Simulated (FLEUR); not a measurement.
# HfB2 (P6/mmm) in FLEUR: convergence with k mesh

Aim: find how far k mesh must go before the results for HfB2 settle, at PBE. This setting moves, with any that are tied to it; all else stays.

Everything below comes from runs of FLEUR MaX-R8.1 (later development tree). Logs are shortened: lines on timing, memory, paths and dates and some standing lists are left out, and cuts for length are marked.

### Step 1. Starting point

The structure is hexagonal, space group P6/mmm (No. 191). Conventional cell: a = 3.140 Å, b = 3.140 Å, c = 3.480 Å, α = 90.00°, β = 90.00°, γ = 120.00°. Hf (site symmetry 6/mmm) is surrounded by 12 B at 2.51 Å. Around B (site symmetry -6m2) lie 3 B at 1.81 Å.

### Step 2. With k mesh 2 × 2 × 2

File inp.xml:

```xml
<?xml version="1.0" encoding="UTF-8" standalone="no"?>
<fleurInput fleurInputVersion="0.39">
   <comment>
      HfB2                                                                                                
   </comment>
   <calculationSetup>
      <cutoffs Kmax="4.59" Gmax="14.2" GmaxXC="14.2" numbands="0"/>
      <scfLoop itmax="60" minDistance="0.00001" maxIterBroyd="15" imix="Anderson" alpha="0.05" precondParam="0.0" spinf="2.0" sdNocoIR="T"/>
      <coreElectrons ctail="T" frcor="F" kcrel="0" coretail_lmax="0"/>
      <xcFunctional name="pbe" relativisticCorrections="F"/>
      <magnetism jspins="1"/>
      <soc l_soc="F" theta="0.0" phi="0.0" spav="F"/>
      <expertModes spex="0" secvar="F"/>
      <geometryOptimization l_f="T" forcealpha="1.0" forcemix="BFGS" epsdisp="0.0005" epsforce="0.0002"/>
      <ldaU l_linMix="F" mixParam="0.05" spinf="1.0"/>
   </calculationSetup>
   <cell>
      <bzIntegration valenceElectrons="32.0" mode="hist" fermiSmearingEnergy="0.00183747">
         <kPointListSelection listName="default-1"/>
         <!-- k-points included here -->
         <xi:include xmlns:xi="http://www.w3.org/2001/XInclude" href="kpts.xml"> </xi:include>
      </bzIntegration>
      <!-- symmetry operations included here -->
      <xi:include xmlns:xi="http://www.w3.org/2001/XInclude" href="sym.xml"> </xi:include>
      <bulkLattice scale="1.0">
         <bravaisMatrix>
            <row-1>    5.9337400312439996     0.0000000000000000     0.0000000000000000</row-1>
            <row-2>   -2.9668700156219998     5.1387696065418380     0.0000000000000000</row-2>
            <row-3>    0.0000000000000000     0.0000000000000000     6.5762469136079993</row-3>
         </bravaisMatrix>
      </bulkLattice>
   </cell>
   <atomSpecies>
      <species name="Hafnium (Hf)" element="Hf" atomicNumber="72">
         <mtSphere radius="2.66" gridPoints="879" logIncrement="0.015"/>
         <atomicCutoffs lmax="10" lnonsphr="10"/>
         <electronConfig flipSpins="F">
            <coreConfig>(1s1/2) (2s1/2) (2p1/2) (2p3/2) (3s1/2) (3p1/2) (3p3/2) (4s1/2) (3d3/2) (3d5/2) (4p1/2) (4p3/2) (4d3/2) (4d5/2)</coreConfig>
            <valenceConfig>(5s1/2) (5p1/2) (5p3/2) (6s1/2) (4f5/2) (4f7/2) (5d3/2) (5d5/2)</valenceConfig>
            <stateOccupation state="(5d3/2)" spinUp="0.400000" spinDown="0.400000"/>
            <stateOccupation state="(5d5/2)" spinUp="0.600000" spinDown="0.600000"/>
         </electronConfig>
         <energyParameters s="6" p="6" d="5" f="4"/>
         <lo type="SCLO" l="0" n="5" eDeriv="0"/>
         <lo type="SCLO" l="1" n="5" eDeriv="0"/>
         <lo type="SCLO" l="2" n="5" eDeriv="2"/>
         <lo type="SCLO" l="3" n="4" eDeriv="2"/>
      </species>
      <species name="Boron (B)" element="B" atomicNumber="5">
         <mtSphere radius="1.57" gridPoints="527" logIncrement="0.019"/>
         <atomicCutoffs lmax="8" lnonsphr="8"/>
         <electronConfig flipSpins="F">
            <coreConfig>(1s1/2)</coreConfig>
            <valenceConfig>(2s1/2) (2p1/2) (2p3/2)</valenceConfig>
            <stateOccupation state="(2p1/2)" spinUp="0.166667" spinDown="0.166667"/>
            <stateOccupation state="(2p3/2)" spinUp="0.333333" spinDown="0.333333"/>
         </electronConfig>
         <energyParameters s="2" p="2" d="3" f="4"/>
         <lo type="SCLO" l="0" n="2" eDeriv="2"/>
         <lo type="SCLO" l="1" n="2" eDeriv="2"/>
         <lo type="SCLO" l="2" n="3" eDeriv="2"/>
      </species>
   </atomSpecies>
   <atomGroups>
      <atomGroup species="Hafnium (Hf)">
         <relPos label="                   1">.0000000000 .0000000000 .0000000000</relPos>
         <force calculate="T" relaxXYZ="TTT"/>
      </atomGroup>
      <atomGroup species="Boron (B)">
         <relPos label="                   2">-1.000/3.000 1.000/3.000 1.000/2.000</relPos>
         <relPos label="                   3">1.000/3.000 -1.000/3.000 1.000/2.000</relPos>
         <force calculate="T" relaxXYZ="TTT"/>
      </atomGroup>
   </atomGroups>
   <output dos="F" band="F" slice="F">
      <checks vchk="F" cdinf="F"/>
      <bandDOS minEnergy="-.5*Htr" maxEnergy="0.5*Htr" sigma="0.015" storeEVData="T"/>
      <vacuumDOS vacdos="F" integ="F" star="F" nstars="0" locx1="0.0" locy1="0.0" locx2="0.0" locy2="0.0" nstm="0" tworkf="0.0"/>
      <unfoldingBand unfoldBand="F" supercellX="1" supercellY="1" supercellZ="1"/>
      <plotting iplot="0" polar="F">
         <plot TwoD="T" vec1="  1.0  0.0  0.0" vec2="  0.0  1.0  0.0" vec3="  0.0  0.0  1.0" zero="  0.0  0.0  0.0" file="plot"/>
      </plotting>
      <chargeDensitySlicing numkpt="0" minEigenval="0.0" maxEigenval="0.0" nnne="0" pallst="F"/>
      <specialOutput eonly="F"/>
      <moessbauerParams electricFieldGradient="T" isomerShift="T" coreHyperfine="T" valenceHyperfine="T"/>
      <magneticCircularDichroism mcd="F" energyLo="-10.0" energyUp="0.0"/>
   </output>
  <!-- We include the file relax.xml here to enable relaxations (see documentation) -->
  <xi:include xmlns:xi="http://www.w3.org/2001/XInclude" href="relax.xml"> <xi:fallback/> </xi:include>
</fleurInput>
```

File crystal.txt:

```
HfB2
&input cartesian=F /
3.1400000000  0.0000000000  0.0000000000
-1.5700000000  2.7193197679  0.0000000000
0.0000000000  0.0000000000  3.4800000000
1.8897261246
1.0 1.0 1.0

3
72 0.0000000000  0.0000000000  0.0000000000
5 0.6666666667  0.3333333333  0.5000000000
5 0.3333333333  0.6666666667  0.5000000000

&kpt div1=2 div2=2 div3=2 gamma=T /
```

Potentials or basis: all-electron, FLAPW.

Started as:

```sh
$ inpgen -f crystal.txt -profile fastHighL
$ # inp.xml edited to the form shown
$ fleur_MPI
```

Run time: 13 s. Hardware: 1 thread of Arm Neoverse V2, shared host; peak memory 0.07 GiB.

What came out:

| Item | Value |
| --- | --- |
| Free energy | -412187.9424 eV |
| Band gap on the k mesh | none (metal or under the smearing width) |
| Valence electrons inside the program's atomic spheres | Hf 24.42; B 1.52 (radii Hf 2.66, B 1.57 bohr) |

### Step 3. With k mesh 4 × 4 × 3

inp.xml is that of step 2.

crystal.txt: that of step 2 with these lines changed.

```diff
@@ -13,2 +13,2 @@
 
-&kpt div1=2 div2=2 div3=2 gamma=T /
+&kpt div1=4 div2=4 div3=3 gamma=T /
```

Potentials or basis: all-electron, FLAPW.

Started as:

```sh
$ inpgen -f crystal.txt -profile fastHighL
$ # inp.xml edited to the form shown
$ fleur_MPI
```

Wall time 19 s (1 thread of Arm Neoverse V2, shared host); peak memory 0.07 GiB.

What came out:

| Property | Result |
| --- | --- |
| Free energy | -412188.4189 eV |
| Band gap on the k mesh | none (metal or under the smearing width) |
| Valence electrons inside the program's atomic spheres | Hf 24.46; B 1.51 (radii Hf 2.66, B 1.57 bohr) |

### Step 4. With k mesh 6 × 6 × 4

inp.xml is that of step 3.

crystal.txt: that of step 3 with these lines changed.

```diff
@@ -13,2 +13,2 @@
 
-&kpt div1=4 div2=4 div3=3 gamma=T /
+&kpt div1=6 div2=6 div3=4 gamma=T /
```

Started as:

```sh
$ inpgen -f crystal.txt -profile fastHighL
$ # inp.xml edited to the form shown
$ fleur_MPI
```

Wall time 8.2 s (1 thread of Arm Neoverse V2, shared host); peak memory 0.06 GiB.

The calculation stopped without meeting its thresholds.

### Step 5. With k mesh 7 × 7 × 6

inp.xml is that of step 4.

crystal.txt: that of step 4 with these lines changed.

```diff
@@ -13,2 +13,2 @@
 
-&kpt div1=6 div2=6 div3=4 gamma=T /
+&kpt div1=7 div2=7 div3=6 gamma=T /
```

Started as:

```sh
$ inpgen -f crystal.txt -profile fastHighL
$ # inp.xml edited to the form shown
$ fleur_MPI
```

Wall time 50 s (1 thread of Arm Neoverse V2, shared host); peak memory 0.07 GiB.

What came out:

* Free energy: -412188.4617 eV
* Band gap on the k mesh: none (metal or under the smearing width)
* Valence electrons inside the program's atomic spheres: Hf 24.47; B 1.50 (radii Hf 2.66, B 1.57 bohr)

### Step 6. With k mesh 8 × 8 × 7

inp.xml is that of step 5.

crystal.txt: that of step 5 with these lines changed.

```diff
@@ -13,2 +13,2 @@
 
-&kpt div1=7 div2=7 div3=6 gamma=T /
+&kpt div1=8 div2=8 div3=7 gamma=T /
```

Potentials or basis: all-electron, FLAPW.

Started as:

```sh
$ inpgen -f crystal.txt -profile fastHighL
$ # inp.xml edited to the form shown
$ fleur_MPI
```

It took 60 s on 1 thread of Arm Neoverse V2, shared host; peak memory 0.07 GiB.

What came out:

* Free energy: -412188.4654 eV
* Band gap on the k mesh: none (metal or under the smearing width)
* Valence electrons inside the program's atomic spheres: Hf 24.47; B 1.50 (radii Hf 2.66, B 1.57 bohr)

### Step 7. With k mesh 10 × 10 × 8

inp.xml is that of step 6.

crystal.txt: that of step 6 with these lines changed.

```diff
@@ -13,2 +13,2 @@
 
-&kpt div1=8 div2=8 div3=7 gamma=T /
+&kpt div1=10 div2=10 div3=8 gamma=T /
```

Started as:

```sh
$ inpgen -f crystal.txt -profile fastHighL
$ # inp.xml edited to the form shown
$ fleur_MPI
```

It took 98 s on 1 thread of Arm Neoverse V2, shared host; peak memory 0.07 GiB.

Results:

```
Free energy                                           : -412188.4656 eV
Band gap on the k mesh                                : none (metal or under the smearing width)
Valence electrons inside the program's atomic spheres : Hf 24.47; B 1.50 (radii Hf 2.66, B 1.57 bohr)
```

### Step 8. With k mesh 12 × 12 × 10

inp.xml is that of step 7.

crystal.txt: that of step 7 with these lines changed.

```diff
@@ -13,2 +13,2 @@
 
-&kpt div1=10 div2=10 div3=8 gamma=T /
+&kpt div1=12 div2=12 div3=10 gamma=T /
```

Started as:

```sh
$ inpgen -f crystal.txt -profile fastHighL
$ # inp.xml edited to the form shown
$ fleur_MPI
```

Wall time 2.6 min (1 thread of Arm Neoverse V2, shared host); peak memory 0.08 GiB.

What came out:

```yaml
Free_energy: -412188.4696 eV
Band_gap_on_the_k_mesh: none (metal or under the smearing width)
Valence_electrons_inside_the_program's_atomic_spheres: Hf 24.47; B 1.50 (radii Hf 2.66, B 1.57 bohr)
```

### Step 9. With k mesh 15 × 15 × 12

inp.xml is that of step 8.

crystal.txt: that of step 8 with these lines changed.

```diff
@@ -13,2 +13,2 @@
 
-&kpt div1=12 div2=12 div3=10 gamma=T /
+&kpt div1=15 div2=15 div3=12 gamma=T /
```

Potentials or basis: all-electron, FLAPW.

Started as:

```sh
$ inpgen -f crystal.txt -profile fastHighL
$ # inp.xml edited to the form shown
$ fleur_MPI
```

The program printed:

```text
Welcome to FLEUR        (www.flapw.de)
      MaX-Release 8.1          (www.max-centre.eu)

 ========== k-point set info ==========
 Selected k-point list: default-1
 k-point list type: mesh
 15 x 15 x 12
 Number of k points: 189

 ------------Calculation Setup---------------------------
 Number of MPI-tasks      :            1
 Number of PE/node        :            1
 Number of OMP-threads    :            1
 Most efficient MPI parallelization for:
           1           3           7           9          21          27          63         189
 Additional eigenvalue parallelization possible
 Number of basis functions:          430
 Approximate size of matrices (H+S) per k-point:         0.003 GB
 --------------------------------------------------------
Nuclear radius smaller than smallest radial mesh point for atom type 2 -- skipping its core isomer shift
Nuclear radius smaller than smallest radial mesh point for atom type 2 -- skipping its isomer shift
 Iteration:     1   Distance:      16.77414934 me/bohr^3
Nuclear radius smaller than smallest radial mesh point for atom type 2 -- skipping its core isomer shift
Nuclear radius smaller than smallest radial mesh point for atom type 2 -- skipping its isomer shift
 Iteration:     2   Distance:      14.69812473 me/bohr^3
Nuclear radius smaller than smallest radial mesh point for atom type 2 -- skipping its core isomer shift
Nuclear radius smaller than smallest radial mesh point for atom type 2 -- skipping its isomer shift
 Iteration:     3   Distance:       7.55192720 me/bohr^3
Nuclear radius smaller than smallest radial mesh point for atom type 2 -- skipping its core isomer shift
Nuclear radius smaller than smallest radial mesh point for atom type 2 -- skipping its isomer shift
 Iteration:     4   Distance:       4.15060144 me/bohr^3
Nuclear radius smaller than smallest radial mesh point for atom type 2 -- skipping its core isomer shift
Nuclear radius smaller than smallest radial mesh point for atom type 2 -- skipping its isomer shift
 Iteration:     5   Distance:       3.17231022 me/bohr^3
Nuclear radius smaller than smallest radial mesh point for atom type 2 -- skipping its core isomer shift
Nuclear radius smaller than smallest radial mesh point for atom type 2 -- skipping its isomer shift
 Iteration:     6   Distance:       0.31906309 me/bohr^3
Nuclear radius smaller than smallest radial mesh point for atom type 2 -- skipping its core isomer shift
Nuclear radius smaller than smallest radial mesh point for atom type 2 -- skipping its isomer shift
 Iteration:     7   Distance:       0.28516319 me/bohr^3
Nuclear radius smaller than smallest radial mesh point for atom type 2 -- skipping its core isomer shift
Nuclear radius smaller than smallest radial mesh point for atom type 2 -- skipping its isomer shift
 Iteration:     8   Distance:       0.05319467 me/bohr^3
Nuclear radius smaller than smallest radial mesh point for atom type 2 -- skipping its core isomer shift
Nuclear radius smaller than smallest radial mesh point for atom type 2 -- skipping its isomer shift
 Iteration:     9   Distance:       0.09192919 me/bohr^3
Nuclear radius smaller than smallest radial mesh point for atom type 2 -- skipping its core isomer shift
Nuclear radius smaller than smallest radial mesh point for atom type 2 -- skipping its isomer shift
 Iteration:    10   Distance:       0.01039896 me/bohr^3
Nuclear radius smaller than smallest radial mesh point for atom type 2 -- skipping its core isomer shift
Nuclear radius smaller than smallest radial mesh point for atom type 2 -- skipping its isomer shift
 Iteration:    11   Distance:       0.00341953 me/bohr^3
Nuclear radius smaller than smallest radial mesh point for atom type 2 -- skipping its core isomer shift
Nuclear radius smaller than smallest radial mesh point for atom type 2 -- skipping its isomer shift
 Iteration:    12   Distance:       0.00271223 me/bohr^3
Nuclear radius smaller than smallest radial mesh point for atom type 2 -- skipping its core isomer shift
Nuclear radius smaller than smallest radial mesh point for atom type 2 -- skipping its isomer shift
 Iteration:    13   Distance:       0.00003447 me/bohr^3
Nuclear radius smaller than smallest radial mesh point for atom type 2 -- skipping its core isomer shift
Nuclear radius smaller than smallest radial mesh point for atom type 2 -- skipping its isomer shift
 Iteration:    14   Distance:       0.00003618 me/bohr^3
Nuclear radius smaller than smallest radial mesh point for atom type 2 -- skipping its core isomer shift
Nuclear radius smaller than smallest radial mesh point for atom type 2 -- skipping its isomer shift
 Iteration:    15   Distance:       0.00000408 me/bohr^3
Nuclear radius smaller than smallest radial mesh point for atom type 2 -- skipping its core isomer shift
Nuclear radius smaller than smallest radial mesh point for atom type 2 -- skipping its isomer shift

 ********************************************************************
 Run finished successfully
 Stop message:
   Structural relaxation: Done
 ********************************************************************
```

Wall time 4.2 min (1 thread of Arm Neoverse V2, shared host); peak memory 0.08 GiB.

Results:

| Quantity | Value |
| --- | --- |
| Free energy | -412188.4681 eV |
| Band gap on the k mesh | none (metal or under the smearing width) |
| Valence electrons inside the program's atomic spheres | Hf 24.47; B 1.50 (radii Hf 2.66, B 1.57 bohr) |

### Step 10. The series at a glance

| k mesh | energy less the tightest run, at zero smearing (meV/atom) | SCF cycles | CPU time (s) | peak memory (GiB) |
| --- | --- | --- | --- | --- |
| 2 × 2 × 2 | 177.85 | 16 | 13 | 0.07 |
| 4 × 4 × 3 | 17.43 | 16 | 19 | 0.07 |
| 6 × 6 × 4 | not converged | - | - | - |
| 7 × 7 × 6 | 2.32 | 16 | 50 | 0.07 |
| 8 × 8 × 7 | 0.97 | 16 | 60 | 0.07 |
| 10 × 10 × 8 | 0.97 | 16 | 98 | 0.07 |
| 12 × 12 × 10 | -0.36 | 16 | 160 | 0.08 |
| 15 × 15 × 12 | 0.00 | 16 | 250 | 0.08 |

Against the tightest run, the energy stays within 1 meV/atom from 8 × 8 × 7 on. Meshes of other sizes hit other points, so gaps and Fermi surfaces needn't settle smoothly. The tightest run that finished is the yardstick and may itself not be fully converged.
